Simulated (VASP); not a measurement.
Wanted: the native input for a VASP 6.6.1 run.

* Task: relaxation of the atoms
* Functional: PBEsol
* Potentials or basis: VASP PAW PBE potentials, release 64 (O, Ti_sv)
* Cutoff: 520 eV
* k mesh: 6 × 8 × 1
* Occupations: gaussian, width 0.05 eV
* Spin: no spin polarisation
* Dipole correction: yes
* Further INCAR settings: ALGO = Normal; EDIFF = 1e-06; IBRION = 2; EDIFFG = -0.015; NSW = 100

The structure of TiO2 lies in POSCAR:

```
TiO2
1.0
    4.5922000000      0.0000000000      0.0000000000
    0.0000000000      2.9574000000      0.0000000000
    0.0000000000      0.0000000000     24.6796253760
O Ti
8 4
Direct
    0.1950400000      0.5000000000      0.3241540290
    0.3049600000      0.0000000000      0.4171902873
    0.8049600000      0.5000000000      0.3967371962
    0.6950400000      0.0000000000      0.4897734545
    0.1950400000      0.5000000000      0.5102265455
    0.3049600000      0.0000000000      0.6032628038
    0.8049600000      0.5000000000      0.5828097127
    0.6950400000      0.0000000000      0.6758459710
    0.0000000000      0.0000000000      0.3604456126
    0.5000000000      0.5000000000      0.4534818709
    0.0000000000      0.0000000000      0.5465181291
    0.5000000000      0.5000000000      0.6395543874
```

One way to write it, as run:

INCAR

```
SYSTEM = TiO2
ALGO = Normal
DIPOL = 0.5 0.5 0.500
EDIFF = 1E-6
EDIFFG = -0.015
ENCUT = 520
GGA = PS
IBRION = 2
IDIPOL = 3
ISIF = 2
ISMEAR = 0
KPAR = 8
LASPH = .TRUE.
LCHARG = .FALSE.
LDIPOL = .TRUE.
LREAL = .FALSE.
LWAVE = .FALSE.
NELM = 60
NSW = 100
PREC = Accurate
SIGMA = 0.05
```

KPOINTS

```
k-points
0
G
  6 8 1
  0 0 0
```

Potentials or basis: VASP PAW PBE potentials, release 64 (O, Ti_sv).

Launch:

```console
$ cat potpaw_PBE.64/O/POTCAR potpaw_PBE.64/Ti_sv/POTCAR > POTCAR
$ mpirun -np 8 vasp_std > vasp.out
```

Results of the run:

The energy gained by relaxing is 114.6 meV/atom and the ionic steps are 30. The largest force after relaxing is 0.015 eV/Å and the band gap on the k mesh is 2.38 eV, direct.

Caveat: the PAW data sets were made with another functional, which shifts forces and pressure a little.

Wall time 50 min on 8 MPI ranks on Intel(R) Xeon(R) Platinum 8488C (Sapphire Rapids), with other jobs on the host, peak memory 0.63 GiB a rank.
